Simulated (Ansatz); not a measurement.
Space group Fddd:1 (No. 70). a = 4.808 Å, b = 8.270 Å, c = 8.559 Å, α = 90.00°, β = 90.00°, γ = 90.00°
```csv
atom,site,symmetry,x,y,z
Ti,8b,222,0.7500,0.2500,0.2500
Si,16f,.2.,0.7500,0.5868,0.2500
```

Equation of state of this TiSi2 structure (not necessarily the ground state), with shape and atoms relaxed at each volume where symmetry leaves them free. It has no gap at any of these volumes. The calculation used DFT PBE, scalar-relativistic, plane waves, PAW (Ansatz 0.2.0).

Cutoff 420 eV; k points 10×10×10 on the computed 6-atom cell (Γ-centred); Gaussian smearing, width 0.10 eV; no spin polarisation.

| V (Å³/atom) | E − E(largest V) (meV/atom) | P (GPa) |
| --- | --- | --- |
| 12.479 | 59.53 | 23.54 |
| 12.904 | 7.12 | 16.16 |
| 13.330 | -27.22 | 9.89 |
| 13.755 | -46.18 | 4.55 |
| 14.180 | -52.03 | 0.00 |
| 14.606 | -46.75 | -3.87 |
| 15.031 | -31.99 | -7.16 |
| 15.598 | 0.00 | -10.78 |

**Question.** Fit a third-order Birch–Murnaghan equation to E(V).

**Answer.** V0 = 14.18 Å³/atom, B0 = 139 GPa, B0' = 4.4.